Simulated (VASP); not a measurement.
A VASP 6.6.1 single-point calculation on YN

INCAR

```
LCHARG = .FALSE.
ENCUT = 520
ISIF = 2
NELM = 120
LWAVE = .FALSE.
ISMEAR = -1
LREAL = .FALSE.
EDIFF = 1E-7
NBANDS = 15
ISYM = 0
NELMDL = -12
LASPH = .TRUE.
PREC = Accurate
NSW = 0
SIGMA = 0.02
GGA = PE
IBRION = -1
```

KPOINTS

```
KPOINTS created by Atomic Simulation Environment
0
Gamma
4 4 4
0 0 0
```

POSCAR

```
Y  N
 1.0000000000000000
     0.0000000000000000    2.3990871798000000    2.3990871798000000
     2.3990871798000000    0.0000000000000000    2.3990871798000000
     2.3990871798000000    2.3990871798000000    0.0000000000000000
 Y   N
   1   1
Cartesian
  0.0000000000000000  0.0000000000000000  0.0000000000000000
  2.3990871797999995  2.3990871797999995  2.3990871797999995
```

The recommended PBE PAW datasets give the neutral cell 16 valence electrons.

Command

```
mpirun -np 1 vasp_std
```

OSZICAR

```
N       E                     dE             d eps       ncg     rms          rms(c)
DAV:   1     0.537157975295E+02    0.53716E+02   -0.84202E+03  1080   0.108E+03
DAV:   2    -0.189065798428E+02   -0.72622E+02   -0.66390E+02  1455   0.233E+02
DAV:   3    -0.217902010354E+02   -0.28836E+01   -0.28683E+01  1368   0.396E+01
DAV:   4    -0.218364517236E+02   -0.46251E-01   -0.46243E-01  1236   0.485E+00
DAV:   5    -0.218373317217E+02   -0.88000E-03   -0.87999E-03  1377   0.496E-01
DAV:   6    -0.218373438952E+02   -0.12173E-04   -0.12173E-04  1320   0.582E-02
DAV:   7    -0.218373441688E+02   -0.27363E-06   -0.27362E-06  1339   0.724E-03
DAV:   8    -0.218373441753E+02   -0.64933E-08   -0.65129E-08  1023   0.104E-03
DAV:   9    -0.218373441755E+02   -0.24443E-09   -0.22083E-09   897   0.222E-04
DAV:  10    -0.218373441755E+02    0.15689E-10   -0.42548E-10   596   0.901E-05
...
DAV:  15    -0.181528049207E+02   -0.35135E-01   -0.19734E-01  1807   0.432E+00    0.918E+00
DAV:  16    -0.180989439269E+02    0.53861E-01   -0.70222E-02  1372   0.273E+00    0.856E-01
DAV:  17    -0.180964381333E+02    0.25058E-02   -0.13976E-02  1343   0.103E+00    0.884E-01
DAV:  18    -0.180954080916E+02    0.10300E-02   -0.10921E-03  1108   0.312E-01    0.146E-01
DAV:  19    -0.180954156026E+02   -0.75110E-05   -0.10852E-04  1192   0.773E-02    0.609E-02
DAV:  20    -0.180954089410E+02    0.66615E-05   -0.30335E-05  1213   0.435E-02    0.120E-02
DAV:  21    -0.180954076502E+02    0.12908E-05   -0.40716E-06  1297   0.185E-02    0.697E-03
DAV:  22    -0.180954071155E+02    0.53468E-06   -0.36521E-07  1255   0.531E-03    0.206E-03
DAV:  23    -0.180954070535E+02    0.62073E-07   -0.94205E-08   679   0.236E-03
   1 F= -.18095407E+02 E0= -.18094339E+02  d E =-.213676E-02
```

From OUTCAR

```
k-points           NKPTS =     36   k-points in BZ     NKDIM =     36   number of bands    NBANDS=     15

   NELECT =      16.0000    total number of electrons

   dimension x,y,z NGX =    28 NGY =   28 NGZ =   28
   dimension x,y,z NGXF=    56 NGYF=   56 NGZF=   56

  energy-cutoff  :      520.00
  volume of cell :       27.62
      direct lattice vectors                 reciprocal lattice vectors
     0.000000000  2.399087180  2.399087180    -0.208412601  0.208412601  0.208412601
     2.399087180  0.000000000  2.399087180     0.208412601 -0.208412601  0.208412601
     2.399087180  2.399087180  0.000000000     0.208412601  0.208412601 -0.208412601

 k-points in reciprocal lattice and weights: KPOINTS created by Atomic Simulation Env
   0.00000000  0.00000000  0.00000000       0.016
   0.25000000  0.00000000  0.00000000       0.031
   0.00000000  0.25000000  0.00000000       0.031
   0.00000000  0.00000000  0.25000000       0.031
   0.25000000  0.25000000  0.25000000       0.031
   0.50000000  0.00000000  0.00000000       0.016
   0.00000000  0.50000000  0.00000000       0.016
   0.00000000  0.00000000  0.50000000       0.016
   ...

 E-fermi :   4.5603

 k-point     1 :       0.0000    0.0000    0.0000
  band No.  band energies     occupation
      1     -36.1068      2.00000
      2     -15.6959      2.00000
      3     -15.6959      2.00000
      4     -15.6959      2.00000
      5      -8.5224      2.00000
      6       4.5391      1.48618
      7       4.5391      1.48618
      8       4.5391      1.48617
      9       7.7194      0.00000
     10       7.7194      0.00000
     11       7.7194      0.00000
     12       9.2003      0.00000
     13       9.8432      0.00000
     14       9.8432      0.00000
     15      15.5155      0.00000

 k-point     2 :       0.2500    0.0000    0.0000
  band No.  band energies     occupation
      1     -36.0306      2.00000
      2     -16.4415      2.00000
      3     -15.7451      2.00000
      4     -15.7451      2.00000
      5      -7.4932      2.00000
      6       2.0180      2.00000
      7       3.0606      2.00000
      8       3.0606      2.00000
      9       8.3105      0.00000
     10       9.1508      0.00000
     11       9.1508      0.00000
     12      11.6032      0.00000
     13      12.4708      0.00000
     14      12.4708      0.00000
     15      18.6758      0.00000

 k-point     3 :       0.0000    0.2500    0.0000
  band No.  band energies     occupation
      1     -36.0306      2.00000
      2     -16.4415      2.00000
      3     -15.7451      2.00000
      4     -15.7451      2.00000
      5      -7.4932      2.00000
      6       2.0180      2.00000
      7       3.0606      2.00000
      8       3.0606      2.00000
      9       8.3105      0.00000
     10       9.1508      0.00000
     11       9.1508      0.00000
     12      11.6032      0.00000
     13      12.4708      0.00000
     14      12.4708      0.00000
     15      18.6758      0.00000

 ...

  Total        2.1802624      2.1802565      2.1802559     -0.0000005     -0.0000002     -0.0000006
  in kB      126.4885652    126.4882205    126.4881881     -0.0000288     -0.0000112     -0.0000366
  external PRESSURE =     126.4883246 kB  Pullay stress =       0.0000000 kB

 POSITION                                       TOTAL-FORCE (eV/Angst)
 -----------------------------------------------------------------------------------
      0.00000      0.00000      0.00000        -0.000000     -0.000000     -0.000000
      2.39909      2.39909      2.39909         0.000000      0.000000      0.000000
 -----------------------------------------------------------------------------------
    total drift:                                0.000000      0.000000      0.000000

  FREE ENERGIE OF THE ION-ELECTRON SYSTEM (eV)
  ---------------------------------------------------
  free  energy   TOTEN  =       -18.0954070535 eV

  energy  without entropy=      -18.0932702887  energy(sigma->0) =      -18.09433867
```

It converged. Results: gap between bands v and c on the k mesh 0.04 eV; least direct gap on the k mesh 0.38 eV; pressure 12.6 GPa. Band v is the last that the valence electrons fill when counted band by band, and c is the next.

These settings aren't sound, so the numbers aren't properties of the crystal.

On sound settings PBE gives a gap of 0.08 eV on its mesh and a pressure of 12.0 GPa for the intended cell.

The run took about 40 s on one core of a shared host (Intel Xeon Platinum 8488C) and held 0.18 GiB at most.
